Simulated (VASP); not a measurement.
Here is a VASP 6.6.1 calculation.

File INCAR:

```
SYSTEM = H2CO
  PREC = Accurate
  ENCUT = 520
  EDIFF = 1E-6
  ISMEAR = -1
  SIGMA = 0.02
  LREAL = Auto
  LASPH = .True.
  NELM = 60
  ALGO = Normal
  ISIF = 2
  LWAVE = .False.
  LCHARG = .True.
  GGA = PS
  LELF = .True.
  LVHAR = .True.
  NBANDS = 86
```

Contents of KPOINTS:

```
regular mesh
0
Gamma
  1 1 1
  0 0 0
```

The input POSCAR:

```
H2CO
1.0
    8.4809260000      0.0000000000      0.0000000000
    0.0000000000      8.4809260000      0.0000000000
    0.0000000000      0.0000000000      8.4809260000
O C H
10 10 20
Direct
    0.9082380863      1.0840561514      0.0627172080
    0.0200921456      0.8594108709      0.7296255149
    0.7573229621      0.4153084227      0.8286477208
    0.4008170806      0.4268637646      0.5534301325
    1.0532458366      0.5352009910      0.1874323629
    0.4743703695      0.6902076495      0.0436508938
    0.0081830687      0.2966893002      0.5599034822
    0.7748564249      0.0425896889      0.4974574710
    0.3797344771      0.1798270613      0.9227883842
    0.3468017525      0.0666082925      0.3392789891
    0.8347201709      0.9643876152      0.0704993771
   -0.0141376071      0.7397187524      0.6544568364
    0.6187885615      0.4233028327      0.7932270603
    0.2897207215      0.4762333736      0.4815393979
    0.9199702957      0.5009594471      0.1491818228
    0.3419909571      0.6648684354      0.0889171772
    0.0020162893      0.2683905036      0.7031189755
    0.6476179606     -0.0040561608      0.5451998992
    0.3058628268      0.0834578677      0.9904814639
    0.2099652797      0.0499709584      0.3578500744
    0.7552595082      0.9570653016      0.1789309328
    0.8394248458      0.8568757704     -0.0178989889
   -0.0662191841      0.6342703615      0.7081891765
   -0.0009079197      0.7251094987      0.5238225166
    0.5466266302      0.3191986347      0.7357215474
    0.5608939401      0.5366159309      0.8157599772
    0.2572950171      0.4366975965      0.3597602432
    0.2196222441      0.5783684470      0.5151324278
    0.8423490548      0.4356128093      0.2352809115
    0.8571941319      0.5425350958      0.0441225404
    0.2362359959      0.6754215283      0.0032661528
    0.3142935099      0.6615669091      0.2202000112
   -0.0445116488      0.1564215983      0.7518636526
    0.0508317134      0.3484996803      0.7898076224
    0.6514854628     -0.1081131942      0.6284691082
    0.5354250232      0.0528951673      0.5140004759
    0.1912173270      0.1170273152      1.0425512497
    0.3443727725     -0.0417525162      1.0086752319
    0.1502784012      0.0693084694      0.4684865780
    0.1218027371     -0.0024879359      0.2671288489
```

Potentials or basis: VASP PAW PBE potentials, release 64 (O, C, H).

Run with:

```bash
$ cat potpaw_PBE.64/O/POTCAR potpaw_PBE.64/C/POTCAR potpaw_PBE.64/H/POTCAR > POTCAR
$ mpirun -np 1 vasp_gam > vasp.out
```

**Question.** Predict the band gap on the k mesh.

**Answer.** 2.58 eV, direct.

**Question.** Estimate the largest force.

**Answer.** 3.939 eV/Å.

**Question.** What does it give for the pressure?

**Answer.** 1.0 GPa.

Stress tensor (GPa, compression positive):
```
 2.52  0.35 -0.97
 0.35  0.38 -1.18
-0.97 -1.18 -0.01
```

Caveat: the standard files for N, O and F lose accuracy on very short bonds; the PAW data sets were made with another functional, which shifts forces and pressure a little. Expect the measured gap to be larger: semilocal functionals such as PBEsol lack the derivative discontinuity.
